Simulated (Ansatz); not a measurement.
An Ansatz input:

```yaml
crystal:
  lattice:
    - [0.0, 1.8582757863, 1.8582757863]
    - [1.8582757863, 0.0, 1.8582757863]
    - [1.8582757863, 1.8582757863, 0.0]
  atoms:
    - { symbol: Cr, position: [0.0, 0.0, 0.0], spin: 1.5 }
hamiltonian:
  xc: pbe
  pseudopotentials:
    kind: paw
    azcp:
      Cr: "pseudopotentials/Cr.paw.azcp"
basis:
  ecutwfc: 420
  fft_grid_basis: typed
kpoints:
  mp_grid: { grid: [17, 17, 17], shift: [0, 0, 0] }
magnetization:
  spin_polarized: true
scf:
  occupations: { method: fermi_dirac, width: 0.05 }
  lower_state_search: "off"
output:
  stress: true
```

and its output:

```
Engine: ansatz 0.2.0, x86_64-unknown-linux-gnu
Pseudopotentials: kind: paw
Pseudopotential: Cr, paw, valence charge 14, recommended cutoff 420 eV (normal) 
Functional definition: PBE
  parameter kappa = 0.804
  parameter beta = 0.06672455060314922
  exchange = pbe_x(kappa = kappa, mu = beta*pi^2/3)
  correlation = pbe_c(beta = beta)
Crystal: 1 atoms, lattice volume = 12.834 Å³
Basis set: ecut = 420 eV, 259 PW (Γ)
Bands: 12, of which v1, the nominal top of the filled ones, is band 7 counted from 1 (6 counted from 0)
Symmetry: 48 space group operations
Space group: Fm-3m (ITA 225), of the structure as read, at distance tolerance 2.3e-5 Å
Magnetic group: BNS 225.116 (UNI 1618), of the structure as read, at distance tolerance 2.3e-5 Å
k-points: 165 of 4913
Non-local potential: Cr, projectors of the file, l = 0: 3, l = 1: 2, l = 2: 3, l = 3: 1
PAW form: soft (Blöchl's): semilocal exchange-correlation on the pseudo side does not see the compensation charge
PAW one-centre angular grid: Cr, 590 points (default); XC on 64 Gauss nodes
Initial density: superposition of atomic densities (chi_scale 0.1, normalization cell)
Starting moments: Σ|m| = 1.5 μB on 1 of 1 site
Initial wavefunctions: pseudopotential atomic-orbital guess
Functional: x = pbe(κ = 0.804, μ = 0.2195149727645171), c = pbe(β = 0.06672455060314922)
SCF iter   1: F=—  HF=-3378.777510 eV  |F-HF|=—  |Δ(HF+E_count)|=         —  Δρ=1.95e-1 (↑1.95e-1 ↓5.90e-2)  dr2=6.16e0  dr2_m=7.99e-1  M=0.732 μB ∫|m|=0.734 μB  β_m=0.30  ethr=3.10e-3  ⟨swp⟩=3.7  Hψ=18192  notcnv=0
SCF iter   2: F=—  HF=-3377.243466 eV  |F-HF|=—  |Δ(HF+E_count)|=    1.53e0  Δρ=4.94e-2 (↑4.94e-2 ↓4.42e-2)  dr2=1.22e-1  dr2_m=2.11e-1  M=0.870 μB ∫|m|=0.872 μB  β_m=0.30  ethr=3.10e-3  ⟨swp⟩=2.0  Hψ=10458  notcnv=0  defer=105
SCF iter   3: F=—  HF=-3377.239882 eV  |F-HF|=—  |Δ(HF+E_count)|=   3.58e-3  Δρ=3.79e-2 (↑3.43e-2 ↓3.79e-2)  dr2=3.08e-2  dr2_m=1.35e-1  M=0.822 μB ∫|m|=0.823 μB  β_m=0.30  ethr=8.68e-4  ⟨swp⟩=2.0  Hψ=6197  notcnv=0  defer=92
SCF iter   4: F=—  HF=-3377.241439 eV  |F-HF|=—  |Δ(HF+E_count)|=   1.56e-3  Δρ=2.92e-2 (↑2.92e-2 ↓2.84e-2)  dr2=1.54e-4  dr2_m=9.76e-2  M=0.765 μB ∫|m|=0.767 μB  β_m=0.30  ethr=2.20e-4  ⟨swp⟩=2.9  Hψ=7623  notcnv=0  defer=92
SCF iter   5: F=—  HF=-3377.252898 eV  |F-HF|=—  |Δ(HF+E_count)|=   1.15e-2  Δρ=2.48e-2 (↑2.46e-2 ↓2.48e-2)  dr2=7.70e-5  dr2_m=7.18e-2  M=0.715 μB ∫|m|=0.717 μB  β_m=0.30  ethr=1.10e-6  ⟨swp⟩=1.8  Hψ=5676  notcnv=0  defer=92
SCF iter   6: F=—  HF=-3377.261324 eV  |F-HF|=—  |Δ(HF+E_count)|=   8.43e-3  Δρ=2.18e-2 (↑2.14e-2 ↓2.18e-2)  dr2=2.60e-5  dr2_m=5.48e-2  M=0.667 μB ∫|m|=0.669 μB  β_m=0.30  ethr=5.50e-7  ⟨swp⟩=2.2  Hψ=5725  notcnv=0  defer=92
SCF iter   7: F=—  HF=-3377.267747 eV  |F-HF|=—  |Δ(HF+E_count)|=   6.42e-3  Δρ=1.95e-2 (↑1.95e-2 ↓1.90e-2)  dr2=2.77e-5  dr2_m=4.35e-2  M=0.622 μB ∫|m|=0.624 μB  β_m=0.30  ethr=1.85e-7  ⟨swp⟩=2.0  Hψ=6140  notcnv=0  defer=92
...
SCF iter  16: F=—  HF=-3377.298773 eV  |F-HF|=—  |Δ(HF+E_count)|=   6.41e-7  Δρ=5.19e-5 (↑4.96e-5 ↓5.19e-5)  dr2=4.12e-9  dr2_m=2.99e-7  M=-0.004 μB ∫|m|=0.004 μB  β_m=0.98  ethr=5.42e-11  ⟨swp⟩=4.0  Hψ=10761  notcnv=0
iter 17 did not close the SCF: its close was put off for a magnetic moment that had not settled (scf_convergence_deferred on its scf_iter line)
SCF iter  17: F=-3377.298774 eV  HF=-3377.298774 eV  |F-HF|=1.06e-9  |Δ(HF+E_count)|=   5.86e-7  Δρ=7.01e-6 (↑6.04e-6 ↓7.01e-6)  dr2=3.64e-10  dr2_m=4.73e-9  M=-0.000 μB ∫|m|=0.000 μB  β_m=0.99  ethr=2.94e-11  ⟨swp⟩=4.0  Hψ=10586  notcnv=0
iter 18 did not close the SCF: its close was put off for a magnetic moment that had not settled (scf_convergence_deferred on its scf_iter line)
SCF iter  18: F=-3377.298774 eV  HF=-3377.298774 eV  |F-HF|=2.05e-11  |Δ(HF+E_count)|=   8.93e-9  Δρ=6.91e-7 (↑6.06e-7 ↓6.91e-7)  dr2=1.38e-12  dr2_m=4.88e-11  M=-0.000 μB ∫|m|=0.000 μB  β_m=1.00  ethr=2.60e-12  ⟨swp⟩=1.0  Hψ=11657  notcnv=0
SCF iter  19: F=-3377.298774 eV  HF=-3377.298774 eV  |F-HF|=9.09e-13  |Δ(HF+E_count)|=  1.10e-10  Δρ=2.09e-7 (↑2.09e-7 ↓1.32e-7)  dr2=1.20e-12  dr2_m=3.22e-12  M=-0.000 μB ∫|m|=0.000 μB  ethr=1.00e-12  ⟨swp⟩=1.0  Hψ=9612  notcnv=0
WARN: the starting moments were not kept: the SCF closed with an absolute magnetisation of 1.4e-5 μB, where they sum to 1.5 μB in size (1 site). That is at most 0.1 of that sum. Measured as dr2_m measures the in/out step, that magnetisation stands 1.8e-10 eV from none, at or under the dr2_threshold of 1.0e-7 eV: it is no larger than a step whose dr2_m would equal this threshold. The system may hold no moment; this SCF shows only that its start led to no more than that. To try another start: raise the starting moments (crystal.atoms[].spin, magnetization.per_species, magnetization.initial_magnetization, or on a non-collinear deck that types none of these the spinor_matrix: blocks that start its atoms; where the total moment is fixed, keep their sum and leave initial_magnetization as it is; typed ones take the place of any that the run laid by itself, positive ones on a crystal's lanthanoids without a Hubbard term where scf.initial_density.shell_occupations: [] is typed) or, if the notice of its spin-set hold's release reads "site moments contracting" or "site moments show no strong build", lengthen the hold (scf.mixing.spin_hold: { on: { confirm: 4 } }; for m-r²SCAN on two components see the key's manual first). Each may lead to a state that holds a moment. A second SCF, from the converged charge density, with the starting moments and any scf.initial_density.shell_occupations laid on it anew, would have followed, and was not run: the deck does not ask for one (magnetization.retry_lost_moments is false, the default). To let it run, set magnetization.retry_lost_moments: true and run the deck again, where that key's refused combinations let it; where memory then withholds it, that run's warning says so.
SCF 1 converged in 19 iterations: F = -3377.298774 eV  dr2 = 1.20e-12
SCF converged after 19 iterations
Magnetization: -0.0000 μB (7.0000 up, 7.0000 down)
Absolute magnetization: 0.0000 μB (∫|ρ↑−ρ↓|, with the PAW one-centre terms)
Spin contamination: 0.0000 ħ² per cell (⟨S²⟩ above its minimum at these occupations)
Per-site moments (μB) at R_I (Å): [(-1.3239090296431255e-5, 1.0840495130911822)]
Free energy (F): -3377.298774 eV
Harris-Foulkes:  -3377.298774 eV  (|F-HF|=9.09e-13)
Internal energy: -3377.281289 eV  (E = F + TS)
E sigma→0 (E₀):  -3377.290031 eV
Entropy (-TS):   -0.017485 eV (-17.485 meV/atom)
Fermi energy:    16.946732 eV
--- Per-component energies (eV) ---
  E_band       = -173.122690
  E_kinetic    = 341.107956
  E_local      = -1268.104491  (includes V_loc(G=0)·N_el)
  E_nonlocal   = 78.437853
  E_hartree    = 545.789710
  E_xc         = -139.163376
  E_vxc        = -177.472324  (∫ρ·V_xc dr)
  E_paw        = -1194.488739  (= ΣΔE_a)
  E_vpaw       = -238.671416  (= ΣTr[D̂ρ^β])
  E_aug_tail   = 0.000362  (compensation charges beyond the density's cutoff)
  E_ewald      = -1740.860564
  E_smearing   = -0.017485  (= −TS)
  E_closure    = 0.000000  (closes the sum)
  Σ components = -3377.298774   (vs F -3377.298774, Δ=0.00e0)
--- Stress (GPa, compression-positive) ---
      -15.600349      -0.000000       0.000000
       -0.000000     -15.600349      -0.000000
       -0.000000      -0.000000     -15.600349
  P = ⅓ Tr σ = -15.6003 GPa (-156.003 kbar)
```

Command:

```sh
ansatz run input.yaml --threads 1 --pin off --max-ram 3584MiB --backend cpu --events-out ev --progress --plain --runs-dir out
```

On 1 thread of Intel(R) Xeon(R) Platinum 8259CL CPU @ 2.50GHz (Skylake/Cascade Lake) (shared host) this took about 7.8 s of wall time and 7.8 s of CPU time.
